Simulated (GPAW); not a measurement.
The system is Hf.

```
CELL_PARAMETERS angstrom
3.19670 0.00000 0.00000
-1.59835 2.76842 0.00000
0.00000 0.00000 5.05780
ATOMIC_POSITIONS crystal
Hf 0.66667 0.33333 0.75000
Hf 0.33333 0.66667 0.25000
```

Program: GPAW 26.7.0. Alike in all runs: no spin polarisation; cell as given; smearing fermi-dirac 0.05 eV.

Question: Order these runs on this cell by their pressure, lowest first.
A. level r2SCAN; potentials or basis GPAW PAW data sets (gpaw-data 1.2.1), pw; k mesh 8 × 8 × 4; cutoff (eV) 500; maxiter 120; convergence default
B. level LDA; potentials or basis the program's PAW data sets (release 1.2.1) made for this functional, pw; k mesh 10 × 10 × 5; cutoff (eV) 600; maxiter 150; band path GMKGALHA,LM,KH; band points 100
C. level BLYP; potentials or basis PAW data sets generated in the run's folder for this functional, pw; k mesh 10 × 10 × 5; cutoff (eV) 600; maxiter 150; band path GMKGALHA,LM,KH; band points 100; eigensolver davidson
D. level PBEsol; potentials or basis PAW data sets generated in the run's folder for this functional, pw; k mesh 10 × 10 × 5; cutoff (eV) 600; maxiter 150; band path GMKGALHA,LM,KH; band points 100

Answer: B (-7.5 GPa), D (-3.5 GPa), A (0.0 GPa), C (3.5 GPa).

Caveats: the cutoff is short for stress and forces, so pressures can be off by a GPa or more (some runs); the PAW data sets were made with another functional, which shifts forces and pressure a little (some runs).

Runs at the PBE level aren't shown here.
